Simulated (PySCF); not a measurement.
Isomers of C3H4N2, one GFN2-xTB conformer each. Single-point energies are computed at PBE0/pcSseg-1 (PySCF, gas phase, no added dispersion term), electronic only.

**Question.** Rank them by PBE0/pcSseg-1 energy, lowest first (kcal/mol).
A. pyrazole, `c1[nH]ncc1`
B. `c1c[nH]cn1`
C. Z-3-amino-2-propenenitrile, `N#C/C=C\N`

**Answer.** B (0.0), A (10.6), C (15.2).

As drawn, the lowest has an aromatic ring, which the highest lacks; the highest has a C≡N group and a C=C bond outside aromatic rings, which the lowest lacks. GFN2-xTB itself gives, in the same order: 0.0, 11.7, 38.7. Both levels put the same isomer lowest; measured from each level's own lowest isomer, the values differ by up to 23.5 kcal/mol (N#C/C=C\N: 38.7 against 15.2).

**Question.** Which frontier levels, dipoles and rotational constants go with these structures?

**Answer.** 
```tsv
SMILES	HOMO (eV, PBE0/pcSseg-1)	LUMO (eV)	dipole (D)	A, B, C (MHz)
c1c[nH]cn1	-6.72	0.78	3.81	9955, 9526, 4868
c1cn[nH]c1	-7.24	0.56	2.29	9729, 9652, 4845
N#C/C=C\N	-6.68	-0.60	5.26	13295, 3687, 2889
```
